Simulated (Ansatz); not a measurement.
Here is an Ansatz 0.2.0 calculation.

Contents of input.yaml:

```yaml
crystal:
  lattice:
    - [-1.423491705, 1.423491705, 3.57751737]
    - [1.423491705, -1.423491705, 3.57751737]
    - [1.423491705, 1.423491705, -3.57751737]
  atoms:
    - { symbol: Br, position: [0.0, 0.0, 0.0] }
hamiltonian:
  xc: rpbe
  pseudopotentials: { kind: paw }
kpoints:
  mp_grid: { grid: [13, 13, 13] }
scf:
  occupations: { method: fermi_dirac, width: 0.05 }
output:
  forces: true
  stress: true
  eigenvalues: true
relax:
  f_tol: 0.01
  max_steps: 40
  cell: { stress_tol: 0.05 }
```

Potentials or basis: Ansatz PAW.

Command:

```console
$ ansatz run input.yaml --threads 2 --pin off --max-ram 5632MiB --backend cpu --events-out ev --progress --plain --runs-dir out
```

Question: Estimate the relaxed volume.

Answer: 44.26 Å³/atom.

Question: Predict the space group after relaxing (to 0.05 Å).

Answer: I4/mmm (No. 139).

Question: What does it give for the band gap on the k mesh?

Answer: None (metal or under the smearing width).

Step by step:
```csv
step,energy change (eV),largest force (eV/Å),volume (Å³)
1,0.0000,0.0000,29.00
2,-0.0374,0.0000,31.75
3,-0.0545,0.0000,33.46
4,-0.0661,0.0000,34.83
5,-0.0717,0.0000,36.32
6,-0.0721,0.0000,36.75
7,-0.0777,0.0000,36.75
8,-0.0817,0.0000,37.97
9,-0.0849,0.0000,39.46
10,-0.0865,0.0000,40.82
11,-0.0868,0.0000,41.95
12,-0.0868,0.0000,41.86
13,-0.0875,0.0000,41.86
14,-0.0878,0.0000,42.56
15,-0.0880,0.0000,43.79
16,-0.0880,0.0000,44.18
17,-0.0880,0.0000,44.26
18,-0.0881,0.0000,44.26
```

Caveat: the volume moved by over 15 % at a fixed basis, so the end points are rough; the plane-wave basis is chosen anew once the cell has moved, so the energies of steps on either side of that aren't comparable; an odd number of electrons without spin polarisation forces a metal; a magnetic or distorted state may lie lower; the PAW data sets come from PBE, with cores solved anew for the run's functional, which leaves a small shift of forces and pressure.
